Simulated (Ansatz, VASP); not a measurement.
This is a calculation of ZnS (Wurtzite-2H) for VASP 6.6.1. 

INCAR

```
PREC = Accurate
ENCUT = 520
EDIFF = 1E-7
ISMEAR = 0
SIGMA = 0.023
LREAL = False
LASPH = True
NELM = 60
ALGO = Normal
ISIF = 2
LWAVE = False
LCHARG = False
GGA = PE
```

Contents of KPOINTS:

```
Automatic mesh
0
Gamma
  8 8 5
```

POSCAR

```
ZnS
1.0
    3.8110000000      0.0000000000      0.0000000000
   -1.9055000000      3.3004228138      0.0000000000
    0.0000000000      0.0000000000      6.2340000000
Zn S
2 2
Direct
    0.6666666667      0.3333333333      0.5000000000
    0.3333333333      0.6666666667      0.0000000000
    0.6666666667      0.3333333333      0.8850000000
    0.3333333333      0.6666666667      0.3850000000
```

Potentials or basis: VASP PAW PBE potentials, release 64 (Zn, S).

Launch:

```console
$ cat potpaw_PBE.64/Zn/POTCAR potpaw_PBE.64/S/POTCAR > POTCAR
$ mpirun -np 1 vasp_std > vasp.out
```

**Question.** Set up the same calculation for Ansatz 0.2.0. Potentials or basis there: Ansatz PAW, cutoff 420 eV.

**Answer.** As run (cutoffs and basis follow the program's own potentials, and thresholds, step limits or extra output files can differ):

File input.yaml:

```yaml
crystal:
  lattice:
    - [3.811, 0.0, 0.0]
    - [-1.9055, 3.3004228138, 0.0]
    - [0.0, 0.0, 6.234]
  atoms:
    - { symbol: Zn, position: [0.6666666667, 0.3333333333, 0.5] }
    - { symbol: Zn, position: [0.3333333333, 0.6666666667, 0.0] }
    - { symbol: S, position: [0.6666666667, 0.3333333333, 0.885] }
    - { symbol: S, position: [0.3333333333, 0.6666666667, 0.385] }
hamiltonian:
  xc: pbe
  pseudopotentials: { kind: paw }
kpoints:
  mp_grid: { grid: [8, 8, 5] }
scf:
  occupations: { method: gaussian, width: 0.023 }
output:
  forces: true
  stress: true
  eigenvalues: true
```

Potentials or basis: Ansatz PAW.

Command:

```sh
$ ansatz run input.yaml --threads 2 --pin off --max-ram 5632MiB --backend cpu --events-out ev --progress --plain --runs-dir out
```

Both were run:

|  | VASP | Ansatz |
| --- | --- | --- |
| Pressure | 2.5 GPa | 2.3 GPa |
| Largest force | 0.323 eV/Å | 0.319 eV/Å |

Ansatz's pressure holds a Pulay term of +0.07 GPa for its cutoff of 420 eV, which the other run lacks.

Where Ansatz's input types no cutoff or centring, it takes its own default and a Γ-centred mesh.

Pressure is positive in compression.
